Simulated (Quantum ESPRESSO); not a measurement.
BN:

```
CELL_PARAMETERS angstrom
2.50804 0.00000 0.00000
-1.24671 2.17623 0.00000
-0.63067 -1.08812 3.02254
ATOMIC_POSITIONS crystal
N 0.66851 0.33238 0.98500
B 0.97964 0.98350 0.00181
```

The cell comes from a database or a generator and needn't be the stable form of this composition.

| Item | Value |
| --- | --- |
| Program | Quantum ESPRESSO 7.5 |
| Task | single point |
| Functional | PBE |
| Potentials or basis | SSSP 1.3 efficiency PBE |
| Cutoff | 816 eV |
| Density cutoff | 6531 eV |
| k mesh | 13 × 13 × 9 |
| Occupations | fermi-dirac, width 0.05 eV |
| Spin | no spin polarisation |

On this cell: pressure 3.9 GPa; largest force 2.712 eV/Å; band gap on the k mesh 2.86 eV, indirect (least direct gap 4.56 eV).

The same run follows on a disturbed copy (atoms moved at random, drawn with an rms of 0.05 Å):

```
N B
1.0
     2.50804    0.00000    0.00000
    -1.24671    2.17623    0.00000
    -0.63067   -1.08812    3.02254
N B
1 1
Direct
  0.67171 0.32288 0.97790
  0.98057 0.96724 0.99614
```

**Question.** What does the disturbed cell give?

**Answer.** The energy moves by +19.9 meV/atom; pressure 4.6 GPa; largest force 3.286 eV/Å; band gap on the k mesh 2.96 eV, indirect (least direct gap 4.51 eV).

Forces in eV/Å, atoms in the order of the input:
```
N   -1.489 -2.858  0.639
B    1.489  2.858 -0.639
```

Stress tensor (GPa, compression positive):
```
-5.17 -4.45  0.51
-4.45 11.06  1.69
 0.51  1.69  7.84
```

Caveats: an odd mesh through Γ misses points on the zone boundary, where band edges often lie; forces of over 1 eV/Å show positions far from the minimum, so gaps and moduli don't describe the material at rest (some runs).
